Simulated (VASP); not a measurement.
# TiTe (Fm-3m) in VASP: notebook

Aim: see how the results for TiTe move with the level of theory and the settings. Levels: r2SCAN, r2SCAN+U. Tasks: single point.

All numbers are computed with VASP 6.6.1; they aren't measurements. Logs are shortened: lines on timing, memory, paths and dates and some standing lists are left out, and cuts for length are marked.

## (1) Starting point

The structure is cubic, space group Fm-3m (No. 225). The conventional cell has a = 6.100 Å, b = 6.100 Å, c = 6.100 Å, α = 90.00°, β = 90.00°, γ = 90.00°. Ti (site symmetry m-3m) has 6 Te at 3.05 Å as nearest neighbours. Around Te (site symmetry m-3m) lie 6 Ti at 3.05 Å.

The cell comes from a database or a generator and needn't be the stable form of this composition.

## (2) Single point, r2SCAN

Input file INCAR:

```
ALGO = Normal ; EDIFF = 1E-6
ENCUT = 520 ; ISIF = 2
ISMEAR = -1 ; LASPH = True
LCHARG = True ; LELF = True
LMIXTAU = True ; LREAL = False
LVHAR = True ; LWAVE = False
METAGGA = R2SCAN ; NELM = 100
PREC = Accurate ; SIGMA = 0.05
```

Input file KPOINTS:

```
k-points
0
Gamma
  8 8 8
```

Input file POSCAR:

```
TiTe
1.0
    0.0000000000      3.0500668100      3.0500668100
    3.0500668100      0.0000000000      3.0500668100
    3.0500668100      3.0500668100      0.0000000000
Ti Te
1 1
Direct
    0.5000000000      0.5000000000      0.5000000000
    0.0000000000      0.0000000000      0.0000000000
```

Potentials or basis: VASP PAW PBE potentials, release 64 (Ti_sv, Te).

Command:

```
> cat potpaw_PBE.64/Ti_sv/POTCAR potpaw_PBE.64/Te/POTCAR > POTCAR
> mpirun -np 1 vasp_std > vasp.out
```

OUTCAR:

```text
EDIFF = 1E-6
   ENCUT = 520
   ISIF = 2
   ISMEAR = -1
   LASPH = True
   LREAL = False
   METAGGA = R2SCAN
   NELM = 100
   PREC = Accurate

 ion  position               nearest neighbor table
   1  0.500  0.500  0.500-   2 3.05   2 3.05   2 3.05   2 3.05   2 3.05   2 3.05
   2  0.000  0.000  0.000-   1 3.05   1 3.05   1 3.05   1 3.05   1 3.05   1 3.05

  LATTYP: Found a face centered cubic cell.
 ALAT       =     6.1001336200

  Lattice vectors:

 A1 = (   0.0000000000,   3.0500668100,   3.0500668100)
 A2 = (   3.0500668100,   0.0000000000,   3.0500668100)
 A3 = (   3.0500668100,   3.0500668100,   0.0000000000)

Analysis of symmetry for initial positions (statically):
=====================================================================
 Subroutine PRICEL returns:
 Original cell was already a primitive cell.

 Routine SETGRP: Setting up the symmetry group for a
 face centered cubic supercell.

 Subroutine GETGRP returns: Found 48 space group operations
 (whereof 48 operations were pure point group operations)
 out of a pool of 48 trial point group operations.

The static configuration has the point symmetry O_h .

Analysis of symmetry for dynamics (positions and initial velocities):
=====================================================================
 Subroutine PRICEL returns:
 Original cell was already a primitive cell.

 Routine SETGRP: Setting up the symmetry group for a
 face centered cubic supercell.

 Subroutine GETGRP returns: Found 48 space group operations
 (whereof 48 operations were pure point group operations)
 out of a pool of 48 trial point group operations.

The dynamic configuration has the point symmetry O_h .

 Subroutine INISYM returns: Found 48 space group operations
 (whereof 48 operations are pure point group operations),
 and found     1 'primitive' translations

----------------------------------------------------------------------------------------

                                     Primitive cell

  volume of cell :      56.7490

  direct lattice vectors                    reciprocal lattice vectors
     0.000000000  3.050066810  3.050066810    -0.163930835  0.163930835  0.163930835
     3.050066810  0.000000000  3.050066810     0.163930835 -0.163930835  0.163930835
     3.050066810  3.050066810  0.000000000     0.163930835  0.163930835 -0.163930835

  length of vectors
     4.313445849  4.313445849  4.313445849     0.283936536  0.283936536  0.283936536

  position of ions in fractional coordinates (direct lattice)
     0.500000000  0.500000000  0.500000000
     0.000000000  0.000000000  0.000000000

  ion indices of the primitive-cell ions
   primitive index   ion index
                 1           1
                 2           2

----------------------------------------------------------------------------------------

 KPOINTS: k-points

Automatic generation of k-mesh.
 Grid dimensions read from file:
 generate k-points for:    8    8    8

 Generating k-lattice:

  Cartesian coordinates                     Fractional coordinates (reciprocal lattice)
    -0.020491354  0.020491354  0.020491354     0.125000000  0.000000000  0.000000000
     0.020491354 -0.020491354  0.020491354     0.000000000  0.125000000  0.000000000
     0.020491354  0.020491354 -0.020491354     0.000000000  0.000000000  0.125000000

  Length of vectors
     0.035492067  0.035492067  0.035492067

  Shift w.r.t. Gamma in fractional coordinates (k-lattice)
     0.000000000  0.000000000  0.000000000

 Subroutine IBZKPT returns following result:
 ===========================================

 Found     29 irreducible k-points:

 Following reciprocal coordinates:
            Coordinates               Weight
  0.000000  0.000000  0.000000      1.000000
  0.125000  0.000000  0.000000      8.000000
  0.250000  0.000000  0.000000      8.000000
  0.375000  0.000000  0.000000      8.000000
  0.500000  0.000000  0.000000      4.000000
  0.125000  0.125000  0.000000      6.000000
[... 16 lines left out ...]
  0.500000  0.250000  0.125000     48.000000
 -0.375000  0.250000  0.125000     24.000000
 [... further k-points ...]
   k-points           NKPTS =     29   k-points in BZ     NKDIM =     29   number of bands    NBANDS=     13
   number of dos      NEDOS =    301   number of ions     NIONS =      2
   total plane-waves  NPLWV =  32768
   dimension x,y,z NGX =    32 NGY =   32 NGZ =   32
   dimension x,y,z NGXF=    64 NGYF=   64 NGZF=   64
   ions per type =               1   1
   NGX,Y,Z   is equivalent  to a cutoff of  12.33, 12.33, 12.33 a.u.
   NGXF,Y,Z  is equivalent  to a cutoff of  24.67, 24.67, 24.67 a.u.
 SYSTEM =  unknown system
   PREC   = accura    normal or accurate (medium, high low for compatibility)
   ISTART =      0    job   : 0-new  1-cont  2-samecut
   ICHARG =      2    charge: 1-file 2-atom 10-const
   ISPIN  =      1    spin polarized calculation?
   LNONCOLLINEAR =      F non collinear calculations
   LSORBIT =      F    spin-orbit coupling
   LASPH  =      T    aspherical Exc in radial PAW
   ENCUT  =  520.0 eV  38.22 Ry    6.18 a.u.   8.02  8.02  8.02*2*pi/ulx,y,z
   NELM   =    100;   NELMIN=  2; NELMDL= -5     # of ELM steps
   EDIFF  = 0.1E-05   stopping-criterion for ELM
   LREAL  =      F    real-space projection
   EDIFFG = 0.1E-04   stopping-criterion for IOM
   NSW    =      0    number of steps for IOM
   IBRION =     -1    ionic relax: 0-MD 1-quasi-New 2-CG
   NFREE  =      0    steps in history (QN), initial steepest desc. (CG)
   ISIF   =      2    stress and relaxation
   ISYM   =      2    0-nonsym 1-usesym 2-fastsym
   POTIM  = 0.5000    time-step for ionic-motion
   TEBEG  =    0.0;   TEEND  =   0.0 temperature during run
   PSTRESS=    0.0 pullay stress
   NELECT =      18.0000    total number of electrons
   NUPDOWN=      -1.0000    fix difference up-down
   EMIN   =  10.00;   EMAX   =-10.00  energy-range for DOS
   EFERMI =   0.00;   METHOD = LEGACY
   ISMEAR =    -1;   SIGMA  =   0.05  broadening in eV -4-tet -1-fermi 0-gaus
   EFERMI_NEDOS =   21; number of points for ismear=-14 and -15
   IALGO  =     38    algorithm
   IMIX   =      4    mixing-type and parameters
     AMIX     =   0.40;   BMIX     =  1.00
     AMIX_MAG =   1.60;   BMIX_MAG =  1.00
  volume/ion in A,a.u.               =      28.37       191.48
  Fermi-wavevector in a.u.,A,eV,Ry     =   1.116468  2.109819 16.959676  1.246501
  Thomas-Fermi vector in A             =   2.253082
   LORBIT       =      0    0 simple, 1 ext, 2 COOP (PROOUT), +10 PAW based schemes
   METAGGA = R2SCAN    functional components
   LHFCALC =     F    Hartree Fock is set to
   AEXX    =    0.0000 exact exchange contribution
   IVDW    =     0    specifies the selected vdW correction
   LEPSILON=     F    determine dielectric tensor
   LRPA    =     F    only Hartree local field effects (RPA)
 non-spin polarized calculation
  energy-cutoff  :      520.00
  volume of cell :       56.75
 maximum number of plane-waves:      1543
   NGX = 17   NGY = 17   NGZ = 17

 number of electron      17.9999995 magnetization

 Free energy of the ion-electron system (eV)
  ---------------------------------------------------
  ext. energy  EPLUGINS =         0.00000000
  ---------------------------------------------------
  free energy    TOTEN  =       -38.68575690 eV

  energy without entropy =      -38.64587333  energy(sigma->0) =      -38.66581512

 E-fermi :   6.8235     XC(G=0): -10.0028

 val. band max:        6.8171234096   @ k =   0.3750   0.3750   0.0000
 cond. band min:       6.8243071979   @ k =  -0.2500   0.1250   0.0000
 fundamental gap:      0.0071837883
 Fermi energy:         6.8235380631

 k-point     1 :       0.0000    0.0000    0.0000
  band No.  band energies     occupation
      1     -53.6625      2.00000
      2     -28.8867      2.00000
      3     -28.8867      2.00000
      4     -28.8866      2.00000
      5      -6.3971      2.00000
      6       5.0205      2.00000
      7       5.0205      2.00000
      8       5.0205      2.00000
      9       6.3176      1.99992
     10       6.3176      1.99992
     11       6.3176      1.99992
     12       6.5107      1.99617
     13       6.5107      1.99617

 k-point     2 :       0.1250    0.0000    0.0000
  band No.  band energies     occupation
      1     -53.6624      2.00000
      2     -28.8883      2.00000
      3     -28.8869      2.00000
      4     -28.8867      2.00000
      5      -6.2804      2.00000
      6       3.9880      2.00000
      7       4.5620      2.00000
      8       4.5620      2.00000
      9       6.4329      1.99919
     10       6.4329      1.99919
     11       6.5426      1.99277
     12       7.0629      0.01653
     13       7.0630      0.01652

 k-point     3 :       0.2500    0.0000    0.0000
  band No.  band energies     occupation
      1     -53.6622      2.00000
      2     -28.8920      2.00000
      3     -28.8871      2.00000
      4     -28.8870      2.00000
      5      -5.9689      2.00000
      6       2.4329      2.00000
      7       3.9259      2.00000
      8       3.9260      2.00000
      9       6.6741      1.90418
     10       6.6741      1.90414
     11       6.7616      1.55099
     12       8.0110      0.00000
     13       8.0110      0.00000

 k-point     4 :       0.3750    0.0000    0.0000
  band No.  band energies     occupation
      1     -53.6620      2.00000
      2     -28.8956      2.00000
      3     -28.8874      2.00000
      4     -28.8872      2.00000
      5      -5.6001      2.00000
      6       1.2264      2.00000
      7       3.4955      2.00000
      8       3.4955      2.00000
      9       6.9494      0.14923
     10       6.9495      0.14917
     11       7.0437      0.02418
     12       8.8537      0.00000
     13       8.8538      0.00000

 k-point     5 :       0.5000    0.0000    0.0000
  band No.  band energies     occupation
      1     -53.6620      2.00000
      2     -28.8971      2.00000
      3     -28.8874      2.00000
      4     -28.8873      2.00000
      5      -5.4231      2.00000
      6       0.7601      2.00000
      7       3.3464      2.00000
      8       3.3464      2.00000
      9       7.0779      0.01227
     10       7.0779      0.01227
     11       7.2365      0.00052
     12       9.1725      0.00000
     13       9.2691      0.00000
[... 257 lines left out ...]
 k-point    22 :       0.3750    0.2500    0.1250
  band No.  band energies     occupation
      1     -53.6621      2.00000
      2     -28.8925      2.00000
      3     -28.8892      2.00000
      4     -28.8876      2.00000
      5      -5.7530      2.00000
      6       2.0675      2.00000
      7       3.5096      2.00000
      8       3.6614      2.00000
      9       6.3732      1.99975
     10       6.8962      0.37904
     11       7.2173      0.00076
     12       7.2445      0.00044
     13       8.4057      0.00000

 k-point    23 :       0.5000    0.2500    0.1250
  band No.  band energies     occupation
      1     -53.6619      2.00000
      2     -28.8946      2.00000
      3     -28.8900      2.00000
      4     -28.8881      2.00000
      5      -5.4683      2.00000
      6       1.4840      2.00000
      7       2.9398      2.00000
      8       3.3605      2.00000
      9       6.6455      1.94469
     10       7.0965      0.00848
     11       7.1966      0.00115
     12       7.5675      0.00000
     13       8.5176      0.00000

 k-point    24 :      -0.3750    0.2500    0.1250
  band No.  band energies     occupation
      1     -53.6619      2.00000
      2     -28.8956      2.00000
      3     -28.8902      2.00000
      4     -28.8884      2.00000
      5      -5.3376      2.00000
      6       1.2302      2.00000
      7       2.7315      2.00000
      8       3.2525      2.00000
      9       6.9373      0.18639
     10       6.9503      0.14672
     11       7.2122      0.00084
     12       8.0027      0.00000
     13       8.1245      0.00000

 [... further k-points ...]
[... 5 lines left out ...]
  --------------------------------------------------------------------------------------
  -------------------------------------------------------------------------------------
  Total       -4.0127018     -4.0127018     -4.0127018      0.0000000      0.0000000      0.0000000
  in kB     -113.2894360   -113.2894360   -113.2894360      0.0000000      0.0000000      0.0000000
  external PRESSURE =    -113.2894360 kB  Pullay stress =       0.0000000 kB

 VOLUME and BASIS-vectors are now :
 -----------------------------------------------------------------------------
  energy-cutoff  :      520.00
  volume of cell :       56.75
      direct lattice vectors                 reciprocal lattice vectors
     0.000000000  3.050066810  3.050066810    -0.163930835  0.163930835  0.163930835
     3.050066810  0.000000000  3.050066810     0.163930835 -0.163930835  0.163930835
     3.050066810  3.050066810  0.000000000     0.163930835  0.163930835 -0.163930835

 POSITION                                       TOTAL-FORCE (eV/Angst)
 -----------------------------------------------------------------------------------
      3.05007      3.05007      3.05007        -0.000000     -0.000000     -0.000000
      0.00000      0.00000      0.00000         0.000000      0.000000      0.000000
 -----------------------------------------------------------------------------------
    total drift:                                0.000000     -0.000000      0.000000

  FREE ENERGIE OF THE ION-ELECTRON SYSTEM (eV)
  ---------------------------------------------------
  free  energy   TOTEN  =       -38.6857569008 eV

  energy  without entropy=      -38.6458733326  energy(sigma->0) =      -38.66581512
```

Run time: 84 s. Hardware: 1 thread of Intel Xeon Platinum 8259CL at 2.50GHz (Skylake/Cascade Lake), shared host; peak memory 0.19 GiB.

Results:

```
Free energy : -38.6858 eV
Pressure    : -11.3 GPa
```

Levels at points of the mesh, in eV from the Fermi level:
```
           k point  band 5  band 6  band 7  band 8  band 9  band 10  band 11  band 12  band 13
(0.00, 0.00, 0.00)  -13.22   -1.80   -1.80   -1.80   -0.51    -0.51    -0.51    -0.31    -0.31
(0.50, 0.00, 0.00)  -12.25   -6.06   -3.48   -3.48    0.25     0.25     0.41     2.35     2.45
(0.50, 0.50, 0.00)  -12.14   -5.32   -3.30   -3.30   -1.33     0.05     0.48     0.48     0.63
```

Caveat: the bands computed are all filled at some k points, so no gap is given; the PAW data sets were made with another functional, which shifts forces and pressure a little. The run has no spin-orbit coupling, so splittings on Te are missing.

## (3) Single point, r2SCAN+U

Input file INCAR:

```
ALGO = Normal ; EDIFF = 1E-6
ENCUT = 520 ; ISIF = 2
ISMEAR = -1 ; LASPH = True
LCHARG = True ; LDAU = True
LDAUJ = 0 0 ; LDAUL = 2 -1
LDAUPRINT = 1 ; LDAUTYPE = 2
LDAUU = 2 0 ; LELF = True
LMAXMIX = 4 ; LMIXTAU = True
LREAL = False ; LVHAR = True
LWAVE = False ; METAGGA = R2SCAN
NELM = 100 ; PREC = Accurate
SIGMA = 0.05
```

KPOINTS is that of step 2.

POSCAR is that of step 2.

Potentials or basis: VASP PAW PBE potentials, release 64 (Ti_sv, Te).

Command:

```
> cat potpaw_PBE.64/Ti_sv/POTCAR potpaw_PBE.64/Te/POTCAR > POTCAR
> mpirun -np 1 vasp_std > vasp.out
```

Run time: 93 s. Hardware: 1 thread of Intel Xeon Platinum 8259CL at 2.50GHz (Skylake/Cascade Lake), shared host; peak memory 0.19 GiB.

Results (log left out):

```
Free energy : -37.1943 eV
Pressure    : -10.4 GPa
```

Levels at points of the mesh, in eV from the Fermi level:
| k point | band 7 | band 8 | band 9 | band 10 | band 11 | band 12 |
| --- | --- | --- | --- | --- | --- | --- |
| (0.00, 0.00, 0.00) | -1.88 | -1.88 | -0.55 | -0.55 | -0.55 | -0.08 |
| (0.50, 0.00, 0.00) | -3.47 | -3.47 | 0.24 | 0.24 | 0.36 | 2.22 |
| (0.50, 0.50, 0.00) | -3.39 | -3.39 | -1.39 | 0.31 | 0.44 | 0.44 |

Eigenvalues of the final occupation matrices:
| site | spin | trace | eigenvalues |
| --- | --- | --- | --- |
| site 1 d | 1 | 0.91 | 0.11 0.11 0.23 0.23 0.23 |
| site 1 d | 2 | 0.91 | 0.11 0.11 0.23 0.23 0.23 |

Caveat: the bands computed are all filled at some k points, so no gap is given; the PAW data sets were made with another functional, which shifts forces and pressure a little; the U is typed as a test and isn't derived for this compound. Spin-orbit coupling is left out, which matters for the levels of Te.

## (4) Single point, r2SCAN+U

INCAR, as its differences from that of step 3:

```diff
@@ -6,3 +6,3 @@
 LDAUPRINT = 1 ; LDAUTYPE = 2
-LDAUU = 2 0 ; LELF = True
+LDAUU = 3 0 ; LELF = True
 LMAXMIX = 4 ; LMIXTAU = True
```

KPOINTS is that of step 3.

POSCAR is that of step 3.

Command:

```
> cat potpaw_PBE.64/Ti_sv/POTCAR potpaw_PBE.64/Te/POTCAR > POTCAR
> mpirun -np 1 vasp_std > vasp.out
```

Run time: 90 s. Hardware: 1 thread of Intel Xeon Platinum 8259CL at 2.50GHz (Skylake/Cascade Lake), shared host; peak memory 0.19 GiB.

The run converged. Its results:

- Free energy: -36.4758 eV
- Pressure: -9.9 GPa
- Band gap on the k mesh: none (metal or under the smearing width)

Levels at points of the mesh, in eV from the Fermi level:
```tsv
k point	band 6	band 7	band 8	band 9	band 10	band 11	band 12	band 13
(0.00, 0.00, 0.00)	-1.90	-1.90	-1.90	-0.57	-0.57	-0.57	0.07	0.07
(0.50, 0.00, 0.00)	-6.22	-3.45	-3.45	0.24	0.24	0.34	2.17	2.77
(0.50, 0.50, 0.00)	-5.47	-3.43	-3.43	-1.41	0.43	0.43	0.47	0.53
```

Eigenvalues of the final occupation matrices:
| site | spin | trace | eigenvalues |
| --- | --- | --- | --- |
| site 1 d | 1 | 0.90 | 0.09 0.09 0.24 0.24 0.24 |
| site 1 d | 2 | 0.90 | 0.09 0.09 0.24 0.24 0.24 |

Caveat: the PAW data sets were made with another functional, which shifts forces and pressure a little; U without spin polarisation on a metal has little footing; the U is typed as a test and isn't derived for this compound. The run has no spin-orbit coupling, so splittings on Te are missing.

## (5) The runs side by side

| level | U | pressure (GPa) |
| --- | --- | --- |
| r2SCAN | - | -11.3 |
| r2SCAN+U | Ti d U = 2 eV | -10.4 |
| r2SCAN+U | Ti d U = 3 eV | -9.9 |

Alike in all rows: task single point; potentials or basis VASP PAW PBE potentials, release 64 (Ti_sv, Te); no spin polarisation; cell as given; k mesh 8 × 8 × 8; cutoff (eV) 520; smearing fermi-dirac 0.05 eV.

The pressure there spans -11.3 GPa (r2SCAN) to -9.9 GPa (r2SCAN+U); a positive pressure means that this level wants a larger cell, a negative one a smaller.

Caveats: the PAW data sets were made with another functional, which shifts forces and pressure a little; the bands computed are all filled at some k points, so no gap is given (some runs); the U is typed as a test and isn't derived for this compound (some runs); U without spin polarisation on a metal has little footing (some runs).

Absolute energies hang on the potentials; compare differences alone.
